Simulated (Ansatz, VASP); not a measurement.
**Two plane-wave programs on Mo**

Contents of INCAR:

```
SYSTEM = Mo
PREC = Accurate ; ENCUT = 520
EDIFF = 1E-6 ; ISMEAR = 0
SIGMA = 0.05 ; LREAL = .FALSE.
LASPH = .TRUE. ; NELM = 100
ALGO = Normal ; ISIF = 2
LWAVE = .FALSE. ; LCHARG = .FALSE.
GGA = CA ; NBANDS = 13
```

KPOINTS

```
regular mesh
0
G
  18 18 18
  0 0 0
```

POSCAR

```
Mo
1.0
   -1.5555464685      1.5555464685      1.5555464685
    1.5555464685     -1.5555464685      1.5555464685
    1.5555464685      1.5555464685     -1.5555464685
Mo
1
Direct
    0.0000000000      0.0000000000      0.0000000000
```

Input for Ansatz:

```yaml
crystal:
  lattice:
    - [-1.5555464685, 1.5555464685, 1.5555464685]
    - [1.5555464685, -1.5555464685, 1.5555464685]
    - [1.5555464685, 1.5555464685, -1.5555464685]
  atoms:
    - { symbol: Mo, position: [0.0, 0.0, 0.0] }
basis:
  ecutwfc: 420
  ecutrho_ratio: 4
kpoints:
  mp_grid: { grid: [18, 18, 18] }
hamiltonian:
  xc: lda
scf:
  occupations: { method: gaussian, width: 0.05 }
output:
  forces: true
  stress: true
  eigenvalues: true
```

Alike in both runs: task single point; functional LDA; k mesh 18 × 18 × 18; occupations gaussian, width 0.05 eV; no spin polarisation.

```csv
,VASP,Ansatz
version,VASP 6.6.1,Ansatz 0.2.0
potentials or method,"VASP PAW LDA potentials, release 64 (Mo_sv)","scalar-relativistic, plane waves, PAW"
plane-wave cutoff (eV),520,420
valence electrons in the cell,14,14
```

|  | VASP | Ansatz | Ansatz less VASP |
| --- | --- | --- | --- |
| pressure (GPa) | 1.2 | 0.0 | -1.23 |
